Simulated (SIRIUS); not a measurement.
# SrO under changes of volume

One of the cells (17.239 Å³/atom); the others are scaled copies at fixed shape and fractional positions:

```
CELL_PARAMETERS angstrom
0.00000 2.58330 2.58330
2.58330 0.00000 2.58330
2.58330 2.58330 0.00000
ATOMIC_POSITIONS crystal
Sr 0.50000 0.50000 0.50000
O 0.00000 0.00000 0.00000
```

* Program: SIRIUS 7.12.0
* Functional: PBE
* Potentials or basis: all-electron FP-LAPW
* Cutoff: 276 eV
* Basis: apw+lo standard
* k mesh: 9 × 9 × 9
* Occupations: fermi-dirac, width 0.05 eV
* Spin: no spin polarisation

```csv
volume (Å³/atom),energy over the lowest point (meV/atom),gap on the mesh (eV)
15.887,48.05,3.34
16.225,?,?
16.563,15.35,3.37
17.239,1.18,3.38
17.577,0.00,3.39
17.915,2.42,3.39
```

**Question.** What does the run at 16.225 Å³/atom give?

**Answer.** Energy over the lowest point 28.95 meV/atom; gap on the mesh 3.35 eV.

Worked out: A Birch-Murnaghan fit of order 3 (a polynomial in V^(-2/3)) to the other rows has its minimum at 17.51 Å³/atom with B0 = V·E''(V) = 88 GPa and B' = 3.6. It gives 29.18 meV/atom at 16.225 Å³/atom, against the run's 28.95. A straight line through the other rows of the gap, of slope 0.415 eV per unit of ln V, gives 3.35 eV, against the run's 3.35.

Energies are extrapolated to zero smearing.

Caveats: an odd mesh through Γ misses points on the zone boundary, where band edges often lie. Spin-orbit coupling on Sr is left out.
